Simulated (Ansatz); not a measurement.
Results of PBE0 (Ansatz, an electronic-structure program, plane waves, PAW) for zinc-blende AlSb.

Settings: plane-wave cutoff 460 eV, 8×8×8 k mesh, Fermi–Dirac smearing 0.01 eV, scalar-relativistic PAW data made under PBE.

The cell has the measured lattice: a = 6.1355 Å, b = 6.1355 Å, c = 6.1355 Å, α = 90.00°, β = 90.00°, γ = 90.00°.

### Question
Give the computed band gap, smallest direct gap on the k points sampled and width of the whole s-p valence band.

### Answer

band gap: 2.36 eV
smallest direct gap on the k points sampled: 3.01 eV
width of the whole s-p valence band: 11.96 eV

Measured, for comparison: band gap 1.73 eV (zero-point renormalisation of 35 meV (experimental, the table's column) added back here, indirect; inputs from Miglio et al. (2020), arXiv:2011.12765).

Note: cell and atoms aren't relaxed at this level (pressure 0.9 GPa).

Spin–orbit coupling is not included; with these elements it can move the gap by several tenths of an eV or more.

Static lattice: no zero-point or thermal effects.

It cost roughly 5 core-minutes of CPU time.
